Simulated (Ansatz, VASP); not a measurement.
**One calculation of NaI, two programs**

The input INCAR:

```
SYSTEM = NaI
ALGO = Normal
EDIFF = 1E-7
ENCUT = 520
GGA = CA
ISIF = 2
ISMEAR = -1
LASPH = .True.
LCHARG = .False.
LREAL = .False.
LWAVE = .False.
NBANDS = 14
NELM = 80
PREC = Accurate
SIGMA = 0.05
```

File KPOINTS:

```
k-points
0
Gamma
  7 7 7
  0 0 0
```

Contents of POSCAR:

```
NaI
1.0
    0.0000000000      3.2364000000      3.2364000000
    3.2364000000      0.0000000000      3.2364000000
    3.2364000000      3.2364000000      0.0000000000
I Na
1 1
Direct
    0.5000000000      0.5000000000      0.5000000000
    0.0000000000      0.0000000000      0.0000000000
```

The input input.yaml:

```yaml
crystal:
  lattice:
    - [0.0, 3.2364, 3.2364]
    - [3.2364, 0.0, 3.2364]
    - [3.2364, 3.2364, 0.0]
  atoms:
    - { symbol: I, position: [0.5, 0.5, 0.5] }
    - { symbol: Na, position: [0.0, 0.0, 0.0] }
kpoints:
  mp_grid: { grid: [7, 7, 7] }
scf:
  occupations: { method: fermi_dirac, width: 0.05 }
hamiltonian:
  xc: lda
  pseudopotentials: { kind: all_electron, lapw: { basis_error: 0.001 } }
output:
  forces: true
  stress: true
  eigenvalues: true
```

Alike in both runs: task single point; functional LDA; k mesh 7 × 7 × 7; occupations fermi-dirac, width 0.05 eV; no spin polarisation.

|  | VASP | Ansatz |
| --- | --- | --- |
| version | VASP 6.6.1 | Ansatz 0.2.0 |
| potentials or method | VASP PAW LDA potentials, release 64 (I, Na_pv) | all-electron LAPW, scalar-relativistic |
| plane-wave cutoff (eV) | 520 | see its input |

Ansatz gave:

| Quantity | Value |
| --- | --- |
| gap on the k mesh at the Fermi level (eV) | 3.33 |
| least direct gap on the mesh (eV) | 3.33 |
| pressure (GPa) | -1.6 |

Which values does VASP return?

gap on the k mesh at the Fermi level (eV): 3.35; least direct gap on the mesh (eV): 3.35; pressure (GPa): -1.6.

Ansatz ran all-electron here, so the differences hold the error of VASP's frozen core and of both bases.

Caveats: spin-orbit coupling is left out, which moves the levels of the heavy elements. As with any semilocal functional, this LDA gap is likely too small.
